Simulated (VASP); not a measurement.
# MoS2 (R3m) in VASP: further runs

One crystal, MoS2, is run at these levels: PBE; tasks: single point.

Everything below comes from runs of VASP 6.6.1. Logs are shortened: lines on timing, memory, paths and dates and some standing lists are left out, and cuts for length are marked.

## Step 1: Starting point

Symmetry: R3m, No. 160, trigonal system. Conventional cell: a = 3.160 Å, b = 3.160 Å, c = 18.450 Å, α = 90.00°, β = 90.00°, γ = 120.00°. Mo (site symmetry 3m) has 6 S at 2.39 Å as nearest neighbours. Around S (site symmetry 3m) lie 3 Mo at 2.39 Å. S (site symmetry 3m) is surrounded by 3 Mo at 2.39 Å.

Measurements of this composition are mostly on another form, of space group No. 194.

## Step 2: Single point, PBE

INCAR

```
PREC     = Normal         # precision mode
ENCUT    = 400            # plane-wave cutoff, eV
EDIFF    = 1E-7           # SCF threshold, eV
ISMEAR   = 0              # smearing method
SIGMA    = 0.05           # smearing width, eV
LREAL    = F              # projectors in reciprocal space
LASPH    = T              # aspherical terms in the spheres
NELM     = 100            # most SCF steps
ALGO     = Normal         # electronic algorithm
ISIF     = 2              # what is computed and relaxed
LWAVE    = F              # write WAVECAR
LCHARG   = F              # write CHGCAR
GGA      = PE             # functional
ADDGRID  = F
```

KPOINTS

```
Automatic mesh
0
Gamma
  6 6 6
```

POSCAR

```
MoS2
1.0
    1.5800000000      0.9122134253      6.1500000000
   -1.5800000000      0.9122134253      6.1500000000
    0.0000000000     -1.8244268506      6.1500000000
Mo S
1 2
Direct
    0.0000000000      0.0000000000      0.0000000000
    0.4170000000      0.4170000000      0.4170000000
    0.2500000000      0.2500000000      0.2500000000
```

Potentials or basis: VASP PAW PBE potentials, release 64 (Mo_sv, S).

Command:

```console
cat potpaw_PBE.64/Mo_sv/POTCAR potpaw_PBE.64/S/POTCAR > POTCAR
mpirun -np 1 vasp_std > vasp.out
```

OUTCAR:

```text
PREC = Normal
   ENCUT = 400
   EDIFF = 1E-7
   ISMEAR = 0
   LREAL = F
   LASPH = T
   NELM = 100
   ISIF = 2
   GGA = PE

 Found     32 irreducible k-points:

 Following reciprocal coordinates:
            Coordinates               Weight
  0.000000  0.000000  0.000000      1.000000
  0.166667  0.000000  0.000000      6.000000
  0.333333  0.000000  0.000000      6.000000
  0.500000  0.000000  0.000000      3.000000
  0.166667  0.166667  0.000000      6.000000
  0.333333  0.166667  0.000000     12.000000
   k-points           NKPTS =     32   k-points in BZ     NKDIM =     32   number of bands    NBANDS=     17
   number of dos      NEDOS =    301   number of ions     NIONS =      3
   total plane-waves  NPLWV =  32768
   dimension x,y,z NGX =    32 NGY =   32 NGZ =   32
   dimension x,y,z NGXF=    64 NGYF=   64 NGZF=   64
   ions per type =               1   2
   NGX,Y,Z   is equivalent  to a cutoff of   8.29,  8.29,  8.29 a.u.
   NGXF,Y,Z  is equivalent  to a cutoff of  16.59, 16.59, 16.59 a.u.
 SYSTEM =  unknown system
   PREC   = normal    normal or accurate (medium, high low for compatibility)
   ISTART =      0    job   : 0-new  1-cont  2-samecut
   ICHARG =      2    charge: 1-file 2-atom 10-const
   ISPIN  =      1    spin polarized calculation?
   LNONCOLLINEAR =      F non collinear calculations
   LSORBIT =      F    spin-orbit coupling
   LASPH  =      T    aspherical Exc in radial PAW
   ENCUT  =  400.0 eV  29.40 Ry    5.42 a.u.  10.46 10.46 10.46*2*pi/ulx,y,z
   NELM   =    100;   NELMIN=  2; NELMDL= -5     # of ELM steps
   EDIFF  = 0.1E-06   stopping-criterion for ELM
   LREAL  =      F    real-space projection
   EDIFFG = 0.1E-05   stopping-criterion for IOM
   NSW    =      0    number of steps for IOM
   IBRION =     -1    ionic relax: 0-MD 1-quasi-New 2-CG
   NFREE  =      0    steps in history (QN), initial steepest desc. (CG)
   ISIF   =      2    stress and relaxation
   ISYM   =      2    0-nonsym 1-usesym 2-fastsym
   POTIM  = 0.5000    time-step for ionic-motion
   TEBEG  =    0.0;   TEEND  =   0.0 temperature during run
   PSTRESS=    0.0 pullay stress
   NELECT =      26.0000    total number of electrons
   NUPDOWN=      -1.0000    fix difference up-down
   EMIN   =  10.00;   EMAX   =-10.00  energy-range for DOS
   EFERMI =   0.00;   METHOD = LEGACY
   ISMEAR =     0;   SIGMA  =   0.05  broadening in eV -4-tet -1-fermi 0-gaus
   EFERMI_NEDOS =   21; number of points for ismear=-14 and -15
   IALGO  =     38    algorithm
   IMIX   =      4    mixing-type and parameters
     AMIX     =   0.40;   BMIX     =  1.00
     AMIX_MAG =   1.60;   BMIX_MAG =  1.00
  volume/ion in A,a.u.               =      17.73       119.63
  Fermi-wavevector in a.u.,A,eV,Ry     =   1.289652  2.437089 22.629252  1.663203
  Thomas-Fermi vector in A             =   2.421532
   LORBIT       =      0    0 simple, 1 ext, 2 COOP (PROOUT), +10 PAW based schemes
   GGA     = PE    functional components
   LHFCALC =     F    Hartree Fock is set to
   AEXX    =    0.0000 exact exchange contribution
   IVDW    =     0    specifies the selected vdW correction
   LEPSILON=     F    determine dielectric tensor
   LRPA    =     F    only Hartree local field effects (RPA)
 non-spin polarized calculation
 Gauss-broadening in eV      SIGMA  =   0.05
  energy-cutoff  :      400.00
  volume of cell :       53.18
 maximum number of plane-waves:       976
   NGX = 21   NGY = 21   NGZ = 21

 number of electron      26.0000005 magnetization

 Free energy of the ion-electron system (eV)
  ---------------------------------------------------
  ext. energy  EPLUGINS =         0.00000000
  ---------------------------------------------------
  free energy    TOTEN  =       -21.78585168 eV

  energy without entropy =      -21.78585168  energy(sigma->0) =      -21.78585168

 E-fermi :   8.0384     XC(G=0): -10.8261

 val. band max:        7.6566499136   @ k =   0.5000   0.5000   0.5000
 cond. band min:       8.5966345964   @ k =  -0.1667   0.5000   0.1667
 fundamental gap:      0.9399846829
 Fermi energy:         8.0384453515

 k-point     1 :       0.0000    0.0000    0.0000
  band No.  band energies     occupation
      1     -53.9031      2.00000
      2     -28.0749      2.00000
      3     -27.8434      2.00000
      4     -27.8434      2.00000
      5      -7.4611      2.00000
      6      -5.7412      2.00000
      7       0.6365      2.00000
      8       4.1872      2.00000
      9       4.1872      2.00000
     10       5.3193      2.00000
     11       5.3193      2.00000
     12       6.3839      2.00000
     13       6.4890      2.00000
     14       9.6842      0.00000
     15       9.6842      0.00000
     16      10.1048      0.00000
     17      10.1048      0.00000

 k-point     2 :       0.1667    0.0000    0.0000
  band No.  band energies     occupation
      1     -53.8927      2.00000
      2     -28.0541      2.00000
      3     -27.9472      2.00000
      4     -27.8669      2.00000
      5      -7.0428      2.00000
      6      -5.6155      2.00000
      7       1.0887      2.00000
      8       3.4291      2.00000
      9       4.2150      2.00000
     10       4.6151      2.00000
     11       4.7504      2.00000
     12       6.3077      2.00000
     13       6.5303      2.00000
     14       9.1434      0.00000
     15       9.7105      0.00000
     16       9.7715      0.00000
     17      10.2908      0.00000

 k-point     3 :       0.3333    0.0000    0.0000
  band No.  band energies     occupation
      1     -53.8718      2.00000
      2     -28.1505      2.00000
      3     -28.0124      2.00000
      4     -27.9139      2.00000
      5      -6.0609      2.00000
      6      -5.3259      2.00000
      7       1.3372      2.00000
      8       2.6063      2.00000
      9       2.9095      2.00000
     10       3.9240      2.00000
     11       5.5320      2.00000
     12       5.5797      2.00000
     13       5.8689      2.00000
     14       9.1059      0.00000
     15       9.2641      0.00000
     16      10.7620      0.00000
     17      10.9813      0.00000

 k-point     4 :       0.5000    0.0000    0.0000
  band No.  band energies     occupation
      1     -53.8613      2.00000
      2     -28.2498      2.00000
      3     -27.9915      2.00000
      4     -27.9373      2.00000
      5      -5.4397      2.00000
      6      -5.1623      2.00000
      7       0.9056      2.00000
      8       2.0592      2.00000
      9       2.5849      2.00000
     10       3.5963      2.00000
     11       5.2869      2.00000
     12       5.9860      2.00000
     13       6.1657      2.00000
     14       9.2454      0.00000
     15       9.6788      0.00000
     16      11.1459      0.00000
     17      11.1604      0.00000

 k-point     5 :       0.1667    0.1667    0.0000
  band No.  band energies     occupation
      1     -53.8927      2.00000
      2     -28.0540      2.00000
      3     -27.9472      2.00000
      4     -27.8670      2.00000
      5      -7.0260      2.00000
      6      -5.6446      2.00000
      7       1.1507      2.00000
      8       3.4427      2.00000
      9       4.1676      2.00000
     10       4.6001      2.00000
     11       4.7741      2.00000
     12       6.0810      2.00000
     13       6.6862      2.00000
     14       9.1963      0.00000
     15       9.6163      0.00000
     16       9.7867      0.00000
     17      10.3590      0.00000

 k-point     6 :       0.3333    0.1667    0.0000
  band No.  band energies     occupation
      1     -53.8770      2.00000
      2     -28.0813      2.00000
      3     -28.0229      2.00000
      4     -27.9218      2.00000
      5      -6.3057      2.00000
      6      -5.4394      2.00000
      7       1.6069      2.00000
      8       2.8754      2.00000
      9       3.2134      2.00000
     10       3.8040      2.00000
     11       4.8835      2.00000
     12       5.9494      2.00000
     13       6.1123      2.00000
     14       8.7772      0.00000
     15       9.4054      0.00000
     16       9.9513      0.00000
     17      11.2903      0.00000

 [... further k-points ...]

------------------------ aborting loop because EDIFF is reached ----------------------------------------

  FORCE on cell =-STRESS in cart. coord.  units (eV):
  Direction    XX          YY          ZZ          XY          YZ          ZX
  --------------------------------------------------------------------------------------
  -------------------------------------------------------------------------------------
  Total        1.3707821      1.3707821      2.1637291      0.0000000      0.0000000      0.0000000
  in kB       41.2951550     41.2951550     65.1828801      0.0000000      0.0000000      0.0000000
  external PRESSURE =      49.2577300 kB  Pullay stress =       0.0000000 kB

 VOLUME and BASIS-vectors are now :
 -----------------------------------------------------------------------------
  energy-cutoff  :      400.00
  volume of cell :       53.18
      direct lattice vectors                 reciprocal lattice vectors
     1.580000000  0.912213425  6.150000000     0.316455696  0.182705781  0.054200542
    -1.580000000  0.912213425  6.150000000    -0.316455696  0.182705781  0.054200542
     0.000000000 -1.824426851  6.150000000     0.000000000 -0.365411563  0.054200542

 POSITION                                       TOTAL-FORCE (eV/Angst)
 -----------------------------------------------------------------------------------
      0.00000      0.00000      0.00000         0.000000     -0.000000      0.086354
      0.00000      0.00000      7.69365         0.000000      0.000000      0.428903
      0.00000      0.00000      4.61250         0.000000      0.000000     -0.515258
 -----------------------------------------------------------------------------------
    total drift:                               -0.000000     -0.000000      0.000139

  FREE ENERGIE OF THE ION-ELECTRON SYSTEM (eV)
  ---------------------------------------------------
  free  energy   TOTEN  =       -21.7858516765 eV

  energy  without entropy=      -21.7858516765  energy(sigma->0) =      -21.78585168
```

It took 23 s on 1 thread of Intel Xeon Platinum 8488C (Sapphire Rapids), shared host; peak memory 0.18 GiB.

The run converged, but some of its settings lie outside the range that counts as converged, so its numbers aren't taken as properties of the crystal.

Results:

| Property | Result |
| --- | --- |
| Free energy | -21.7859 eV |
| Pressure | 4.9 GPa |
| Largest force | 0.515 eV/Å |
| Band gap on the k mesh | 0.94 eV, indirect (least direct gap 1.71 eV) |

## Step 3: Single point, PBE

INCAR, as its differences from that of step 2:

```diff
@@ -1,2 +1,2 @@
-PREC     = Normal         # precision mode
+PREC     = Accurate       # precision mode
 ENCUT    = 400            # plane-wave cutoff, eV
@@ -5,3 +5,3 @@
 SIGMA    = 0.05           # smearing width, eV
-LREAL    = F              # projectors in reciprocal space
+LREAL    = Auto         
 LASPH    = T              # aspherical terms in the spheres
```

KPOINTS is that of step 2.

POSCAR is that of step 2.

Potentials or basis: VASP PAW PBE potentials, release 64 (Mo_sv, S).

Command:

```console
cat potpaw_PBE.64/Mo_sv/POTCAR potpaw_PBE.64/S/POTCAR > POTCAR
mpirun -np 1 vasp_std > vasp.out
```

Wall time 2.6 min (1 thread of Intel Xeon Platinum 8488C (Sapphire Rapids), shared host); peak memory 0.24 GiB.

The run converged, but some of its settings lie outside the range that counts as converged, so its numbers aren't taken as properties of the crystal.

Results:

```yaml
Free_energy: -21.7871 eV
Pressure: 4.9 GPa
Largest_force: 0.515 eV/Å
Band_gap_on_the_k_mesh: 0.94 eV, indirect (least direct gap 1.71 eV)
```

## Step 4: Single point, PBE

INCAR, as its differences from that of step 3:

```diff
@@ -2,6 +2,6 @@
 ENCUT    = 400            # plane-wave cutoff, eV
-EDIFF    = 1E-7           # SCF threshold, eV
+EDIFF    = 0.01           # SCF threshold, eV
 ISMEAR   = 0              # smearing method
 SIGMA    = 0.05           # smearing width, eV
-LREAL    = Auto         
+LREAL    = F              # projectors in reciprocal space
 LASPH    = T              # aspherical terms in the spheres
```

KPOINTS is that of step 3.

POSCAR is that of step 3.

Command:

```console
cat potpaw_PBE.64/Mo_sv/POTCAR potpaw_PBE.64/S/POTCAR > POTCAR
mpirun -np 1 vasp_std > vasp.out
```

Run time: 46 s. Hardware: 1 thread of Intel Xeon Platinum 8488C (Sapphire Rapids), shared host; peak memory 0.24 GiB.

These settings aren't checked as converged: the numbers below hold their error.

What came out:

| Property | Result |
| --- | --- |
| Free energy | -21.7870 eV |
| Pressure | 7.1 GPa |
| Largest force | 0.492 eV/Å |
| Band gap on the k mesh | 0.94 eV, indirect (least direct gap 1.71 eV) |

## Step 5: Single point, PBE

INCAR, as its differences from that of step 4:

```diff
@@ -2,3 +2,3 @@
 ENCUT    = 400            # plane-wave cutoff, eV
-EDIFF    = 0.01           # SCF threshold, eV
+EDIFF    = 0.001          # SCF threshold, eV
 ISMEAR   = 0              # smearing method
```

KPOINTS is that of step 4.

POSCAR is that of step 4.

Command:

```console
cat potpaw_PBE.64/Mo_sv/POTCAR potpaw_PBE.64/S/POTCAR > POTCAR
mpirun -np 1 vasp_std > vasp.out
```

Run time: 52 s. Hardware: 1 thread of Intel Xeon Platinum 8488C (Sapphire Rapids), shared host; peak memory 0.24 GiB.

The run converged, but some of its settings lie outside the range that counts as converged, so its numbers aren't taken as properties of the crystal.

What came out:

```
Free energy            : -21.7858 eV
Pressure               : 4.7 GPa
Largest force          : 0.520 eV/Å
Band gap on the k mesh : 0.94 eV, indirect (least direct gap 1.71 eV)
```

## Step 6: Single point, PBE

INCAR, as its differences from that of step 5:

```diff
@@ -2,3 +2,3 @@
 ENCUT    = 400            # plane-wave cutoff, eV
-EDIFF    = 0.001          # SCF threshold, eV
+EDIFF    = 1E-4           # SCF threshold, eV
 ISMEAR   = 0              # smearing method
```

KPOINTS is that of step 5.

POSCAR is that of step 5.

Potentials or basis: VASP PAW PBE potentials, release 64 (Mo_sv, S).

Command:

```console
cat potpaw_PBE.64/Mo_sv/POTCAR potpaw_PBE.64/S/POTCAR > POTCAR
mpirun -np 1 vasp_std > vasp.out
```

Wall time 55 s (1 thread of Intel Xeon Platinum 8488C (Sapphire Rapids), shared host); peak memory 0.24 GiB.

These settings aren't checked as converged: the numbers below hold their error.

Results:

| Property | Result |
| --- | --- |
| Free energy | -21.7858 eV |
| Pressure | 4.7 GPa |
| Largest force | 0.520 eV/Å |
| Band gap on the k mesh | 0.94 eV, indirect (least direct gap 1.71 eV) |
